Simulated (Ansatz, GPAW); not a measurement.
## One calculation of HfN, 3 ways

```
CELL_PARAMETERS angstrom
0.00000 2.25600 2.25600
2.25600 0.00000 2.25600
2.25600 2.25600 0.00000
ATOMIC_POSITIONS crystal
Hf 0.00000 0.00000 0.00000
N 0.50000 0.50000 0.50000
```

Alike in all runs: task single point; functional PBE; k mesh 10 × 10 × 10; occupations gaussian, width 0.05 eV; no spin polarisation; no spin-orbit coupling. Pressure is positive in compression and, in plane waves, holds the error of the finite cutoff, which Ansatz's Pulay term estimates and takes out.

```tsv
program and potentials	plane-wave cutoff (eV)	notes	band gap (eV)	pressure (GPa)
Ansatz, Ansatz PAW	420	15.5 valence electrons an atom on average; Pulay term of +0.50 GPa included	no gap	6.59
Ansatz, all-electron LAPW, scalar-relativistic	-	-	no gap	6.65
GPAW, GPAW PAW data sets (gpaw-data 1.2.1)	800	8.5 valence electrons an atom on average	no gap	6.71
```

None finds a gap. The pressure spans 6.59 (Ansatz, Ansatz PAW) to 6.71 GPa (GPAW, GPAW PAW data sets (gpaw-data 1.2.1)), with all-electron results at 6.65.

Differences between rows come from potentials, basis sets and numerical settings, since the functional is the same but for its coding. Runs on potential files found faulty are left out.

All three calculations make rocksalt HfN a metal, as it is known to be. Nitrogen fills its 2p shell with three of hafnium's four valence electrons, and the fourth enters the broad Hf 5d band, which also mixes with N 2p in the covalent part of the bonding. With an odd number of electrons in the primitive cell and no spin polarisation, a gap was excluded from the start, so its absence is no test of the potentials.

The pressure is the more telling result. Its positive sign in every row means that the cell is smaller than PBE prefers, in keeping with that functional's tendency to overestimate lattice constants slightly. The two PAW sets differ in valence count by what is probably the filled Hf 4f shell, yet their pressures lie close to the all-electron 6.65 GPa on either side. This suggests that the 4f electrons act almost as core here and respond little to compression of this size. One volume alone fixes neither the equilibrium lattice constant nor the bulk modulus.
